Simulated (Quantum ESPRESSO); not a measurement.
# E(q) of CoO from supercells

Aim: the energy of flat spin spirals of CoO that close within a few cells.

Method: PBE; plane waves with GBRV 1.5 PBE potentials, no spin-orbit coupling, flat spiral in a supercell, in Quantum ESPRESSO 7.5.

This is a report of a sequence of runs, with most program output left out.

## Step 1: The structure

The structure is tetragonal, space group I4/mmm (No. 139). The conventional cell has a = 3.016 Å, b = 3.016 Å, c = 4.214 Å, α = 90.00°, β = 90.00°, γ = 90.00°. Nearest to Co lie 6 O at 2.11 to 2.13 Å. Nearest to O lie 6 Co at 2.11 to 2.13 Å. Farther neighbours and most contacts between anions are not listed.

The cell comes from the Crystallography Open Database.

## Step 2: Parallel moments, one cell

pw.in

```
&CONTROL
  calculation = 'scf'
  prefix = 'pwscf'
  outdir = './tmp'
  pseudo_dir = './pseudo'
  disk_io = 'nowf'
/
&SYSTEM
  ibrav = 0
  nat = 2
  ntyp = 2
  ecutwfc = 34
  ecutrho = 238
  nbnd = 36
  occupations = 'smearing'
  smearing = 'fd'
  degauss = 0.00999582
  noncolin = .true.
  starting_magnetization(1) = 0.1765
  angle1(1) = 90
  angle2(1) = 0
  starting_magnetization(2) = 0
/
&ELECTRONS
  conv_thr = 2d-08
  electron_maxstep = 150
  mixing_beta = 0.3
/
ATOMIC_SPECIES
Co     58.9332 co_pbe_v1.2.uspp.F.UPF
O      15.9990 o_pbe_v1.2.uspp.F.UPF
CELL_PARAMETERS angstrom
  -1.5080000000    1.5080000000    2.1072475377
   1.5080000000   -1.5080000000    2.1072475377
   1.5080000000    1.5080000000   -2.1072475377
ATOMIC_POSITIONS crystal
Co      0.0000000000    0.0000000000    0.0000000000
O       0.5000000000    0.5000000000    0.0000000000
K_POINTS automatic
6 6 12 0 0 0
```

The run is started by

```bash
$ OMP_NUM_THREADS=1 mpirun -n 4 pw.x -nk 4 -in pw.in > pw.out
```

The job ended after 21 s (4 MPI ranks of Arm Neoverse V2, shared host; peak memory 0.29 GiB; 84 s of CPU time).

Spin moment in the atom's sphere by atom:

```
atom  x (μB)  y (μB)  z (μB)  size
 Co1    2.47    0.00    0.00  2.47
  O2    0.31    0.00    0.00  0.31
```

Read from the output:

- smearing term TS: 0.1829 eV
- magnetization: 2.886, 0, 0 μB
- absolute magnetization: 2.907 μB
- final state: ferromagnetic

## Step 3: One turn in 2 cells along the input cell's c

Neighbouring cells are turned by 180° in the xy plane; the cell holds 4 atoms.

pw.in

```
&CONTROL
  calculation = 'scf'
  prefix = 'pwscf'
  outdir = './tmp'
  pseudo_dir = './pseudo'
  disk_io = 'nowf'
/
&SYSTEM
  ibrav = 0
  nat = 4
  ntyp = 4
  ecutwfc = 34
  ecutrho = 238
  nbnd = 64
  occupations = 'smearing'
  smearing = 'fd'
  degauss = 0.00999582
  noncolin = .true.
  starting_magnetization(1) = 0.1765
  angle1(1) = 90
  angle2(1) = 0
  starting_magnetization(2) = 0.1765
  angle1(2) = 90
  angle2(2) = 180
  starting_magnetization(3) = 0
  starting_magnetization(4) = 0
/
&ELECTRONS
  conv_thr = 4d-08
  electron_maxstep = 150
  mixing_beta = 0.3
/
ATOMIC_SPECIES
Co1    58.9332 co_pbe_v1.2.uspp.F.UPF
Co2    58.9332 co_pbe_v1.2.uspp.F.UPF
O1     15.9990 o_pbe_v1.2.uspp.F.UPF
O2     15.9990 o_pbe_v1.2.uspp.F.UPF
CELL_PARAMETERS angstrom
  -1.5080000000    1.5080000000    2.1072475377
   1.5080000000   -1.5080000000    2.1072475377
   3.0160000000    3.0160000000   -4.2144950754
ATOMIC_POSITIONS crystal
Co1     0.0000000000    0.0000000000    0.0000000000
Co2     0.0000000000    0.0000000000    0.5000000000
O1      0.5000000000    0.5000000000    0.0000000000
O2      0.5000000000    0.5000000000    0.5000000000
K_POINTS automatic
6 6 6 0 0 0
```

The job ended after 50 s (4 MPI ranks; peak memory 0.46 GiB; 3.3 min of CPU time).

Spin moment in the atom's sphere by atom:

```
atom  x (μB)  y (μB)  z (μB)  size
 Co1    2.31    0.00    0.00  2.31
 Co2   -2.31    0.00    0.00  2.31
  O3    0.10    0.00    0.00  0.10
  O4   -0.10    0.00    0.00  0.10
```

Read from the output:

| Item | Value |
| --- | --- |
| smearing term TS | 0.3915 eV |
| magnetization | 0, 0, 0 μB |
| absolute magnetization | 5.071 μB |
| final state | antiferromagnetic |

## Step 4: One turn in 3 cells along the input cell's c

Neighbouring cells are turned by 120° in the xy plane; the cell holds 6 atoms.

pw.in

```
&CONTROL
  calculation = 'scf'
  prefix = 'pwscf'
  outdir = './tmp'
  pseudo_dir = './pseudo'
  disk_io = 'nowf'
/
&SYSTEM
  ibrav = 0
  nat = 6
  ntyp = 6
  ecutwfc = 34
  ecutrho = 238
  nbnd = 90
  occupations = 'smearing'
  smearing = 'fd'
  degauss = 0.00999582
  noncolin = .true.
  starting_magnetization(1) = 0.1765
  angle1(1) = 90
  angle2(1) = 0
  starting_magnetization(2) = 0.1765
  angle1(2) = 90
  angle2(2) = 120
  starting_magnetization(3) = 0.1765
  angle1(3) = 90
  angle2(3) = -120
  starting_magnetization(4) = 0
  starting_magnetization(5) = 0
  starting_magnetization(6) = 0
/
&ELECTRONS
  conv_thr = 6d-08
  electron_maxstep = 150
  mixing_beta = 0.3
/
ATOMIC_SPECIES
Co1    58.9332 co_pbe_v1.2.uspp.F.UPF
Co2    58.9332 co_pbe_v1.2.uspp.F.UPF
Co3    58.9332 co_pbe_v1.2.uspp.F.UPF
O1     15.9990 o_pbe_v1.2.uspp.F.UPF
O2     15.9990 o_pbe_v1.2.uspp.F.UPF
O3     15.9990 o_pbe_v1.2.uspp.F.UPF
CELL_PARAMETERS angstrom
  -1.5080000000    1.5080000000    2.1072475377
   1.5080000000   -1.5080000000    2.1072475377
   4.5240000000    4.5240000000   -6.3217426131
ATOMIC_POSITIONS crystal
Co1     0.0000000000    0.0000000000    0.0000000000
Co2     0.0000000000    0.0000000000    0.3333333333
Co3     0.0000000000    0.0000000000    0.6666666667
O1      0.5000000000    0.5000000000    0.0000000000
O2      0.5000000000    0.5000000000    0.3333333333
O3      0.5000000000    0.5000000000    0.6666666667
K_POINTS automatic
6 6 4 0 0 0
```

It took 2.4 min on 4 MPI ranks; peak memory 0.7 GiB.

Spin moment in the atom's sphere by atom:

```
atom  x (μB)  y (μB)  z (μB)  size
 Co1    2.38    0.00    0.00  2.38
 Co2   -1.19    2.06    0.00  2.38
 Co3   -1.19   -2.06    0.00  2.38
  O4    0.14    0.00    0.00  0.14
  O5   -0.07    0.12    0.00  0.14
  O6   -0.07   -0.12    0.00  0.14
```

This step gave:

```
smearing term TS       : 0.5593 eV
magnetization          : 0, 0.001, 0 μB
absolute magnetization : 7.952 μB
final state            : non-collinear
```

## Step 5: One turn in 4 cells along the input cell's c

Neighbouring cells are turned by 90° in the xy plane; the cell holds 8 atoms.

pw.in

```
&CONTROL
  calculation = 'scf'
  prefix = 'pwscf'
  outdir = './tmp'
  pseudo_dir = './pseudo'
  disk_io = 'nowf'
/
&SYSTEM
  ibrav = 0
  nat = 8
  ntyp = 7
  ecutwfc = 34
  ecutrho = 238
  nbnd = 118
  occupations = 'smearing'
  smearing = 'fd'
  degauss = 0.00999582
  noncolin = .true.
  starting_magnetization(1) = 0.1765
  angle1(1) = 90
  angle2(1) = 0
  starting_magnetization(2) = 0.1765
  angle1(2) = 90
  angle2(2) = 90
  starting_magnetization(3) = 0.1765
  angle1(3) = 90
  angle2(3) = 180
  starting_magnetization(4) = 0.1765
  angle1(4) = 90
  angle2(4) = -90
  starting_magnetization(5) = 0
  starting_magnetization(6) = 0
  starting_magnetization(7) = 0
/
&ELECTRONS
  conv_thr = 8d-08
  electron_maxstep = 150
  mixing_beta = 0.3
/
ATOMIC_SPECIES
Co1    58.9332 co_pbe_v1.2.uspp.F.UPF
Co2    58.9332 co_pbe_v1.2.uspp.F.UPF
Co3    58.9332 co_pbe_v1.2.uspp.F.UPF
Co4    58.9332 co_pbe_v1.2.uspp.F.UPF
O1     15.9990 o_pbe_v1.2.uspp.F.UPF
O2     15.9990 o_pbe_v1.2.uspp.F.UPF
O3     15.9990 o_pbe_v1.2.uspp.F.UPF
CELL_PARAMETERS angstrom
  -1.5080000000    1.5080000000    2.1072475377
   1.5080000000   -1.5080000000    2.1072475377
   6.0320000000    6.0320000000   -8.4289901508
ATOMIC_POSITIONS crystal
Co1     0.0000000000    0.0000000000    0.0000000000
Co2     0.0000000000    0.0000000000    0.2500000000
Co3     0.0000000000    0.0000000000    0.5000000000
Co4     0.0000000000    0.0000000000    0.7500000000
O1      0.5000000000    0.5000000000    0.0000000000
O1      0.5000000000    0.5000000000    0.2500000000
O2      0.5000000000    0.5000000000    0.5000000000
O3      0.5000000000    0.5000000000    0.7500000000
K_POINTS automatic
6 6 3 0 0 0
```

Elapsed: 4.9 min, on 4 MPI ranks; peak memory 0.91 GiB; 19 min of CPU time.

Numbers from this step:

| Item | Value |
| --- | --- |
| smearing term TS | 0.7202 eV |
| magnetization | 0, 0, 0 μB |
| absolute magnetization | 10.89 μB |
| final state | non-collinear |
| largest moment | 2.405 μB |

## Step 6: An input with a fault

One input was spoiled on purpose, to see how the program answers.

pw.in

```
&CONTROL
  calculation = 'scf'
  prefix = 'pwscf'
  outdir = './tmp'
  pseudo_dir = './pseudo'
  disk_io = 'nowf'
/
&SYSTEM
  ibrav = 0
  nat = 2
  ntyp = 2
  ecutwfc = 34
  ecutrho = 238
  nbnd = 17
  occupations = 'smearing'
  smearing = 'fd'
  degauss = 0.00999582
  nspin = 2
  starting_magnetization(1) = 0.1765
  starting_magnetization(2) = 0
  tot_charge = 4
/
&ELECTRONS
  conv_thr = 2d-08
  electron_maxstep = 50
  mixing_beta = 0.3
/
ATOMIC_SPECIES
Co     58.9332 co_pbe_v1.2.uspp.F.UPF
O      15.9990 o_pbe_v1.2.uspp.F.UPF
CELL_PARAMETERS angstrom
  -1.5080000000    1.5080000000    2.1072475377
   1.5080000000   -1.5080000000    2.1072475377
   1.5080000000    1.5080000000   -2.1072475377
ATOMIC_POSITIONS crystal
Co      0.0000000000    0.0000000000    0.0000000000
O       0.5000000000    0.5000000000    0.0000000000
K_POINTS automatic
6 6 6 0 0 0
```

Wall time 7.3 s (4 MPI ranks); peak memory 0.22 GiB.

Convergence was reached, yet the input spoils the result.

The fault in the input: a charge that the cell can't hold.

## Step 7: E(q)

Spirals:

| q along the reciprocal vector | energy less that at q = 0 (meV a seeded atom) | largest site moment (μB) | typed angles kept | CPU time (s) |
| --- | --- | --- | --- | --- |
| 0 | 0 | 2.467 | yes | 83.63 |
| 0.25 | -29.37 | 2.405 | yes | 1169 |
| 0.3333 | 8.638 | 2.378 | yes | 570.4 |
| 0.5 | 75.55 | 2.309 | yes | 200.8 |

The energy less that at q = 0, self-consistent by path:

```
path (Å⁻¹)  energy less that at q = 0, self-consistent (meV a seeded atom)
     0.000                                                               0
     0.737                                                           -29.4
     0.982                                                            8.64
     1.473                                                            75.6
```

## Step 8: Outcome

```yaml
lowest_point: q = 0.25 along c*, -29.4 meV a seeded atom
highest_point: q = 0.5, 75.6 meV a seeded atom
```

**Reading.** The state at q = 0.25 lies 29 meV a seeded atom under the parallel one; the true minimum can lie between these fractions or off this line. The moment changes by 6.4 % between the spirals. The cell of 4 repeats took 14 times the CPU time of the single cell, though its mesh is shorter in proportion. Here c and c* are vectors of the cell in the input, which need not be the conventional cell, and only this direction was probed. The mesh is coarse, so differences of some ten meV can be noise in a metal. This program evaluates a GGA otherwise when all starting moments share an axis than when they do not, so collinear and canted runs are not quite comparable. Energies are free energies at an electronic temperature of 1580 K, which lowers moments and differences where the moments are itinerant. No Hubbard term acts here. In such compounds local and semilocal functionals without one often delocalise the d electrons, and can shrink or lose moments and miss the size, sign and order of the couplings. The cutoff lies under the 40 Ry that these files are usually run at. The smearing term is large for its width, so states at the Fermi level are partly filled: at this level the cell is a metal or has a gap of a few widths at most.

[Logs and program files are shortened in this print: banners, set-up blocks, solver, clock and traceback lines can be left out without a mark of their own.]

[Logs are printed without paths, hosts, clocks, repeated set-up lines and the standing remarks that a program may print on its own settings, such as how far it seeks lower states.]

[Hosts, paths, dates, database ids (printed as entryN), source tags and the programs' standing remarks are cut or masked in the printed files.]

[Where a cell is said to come from a database of computed structures, the database is the Materials Project.]
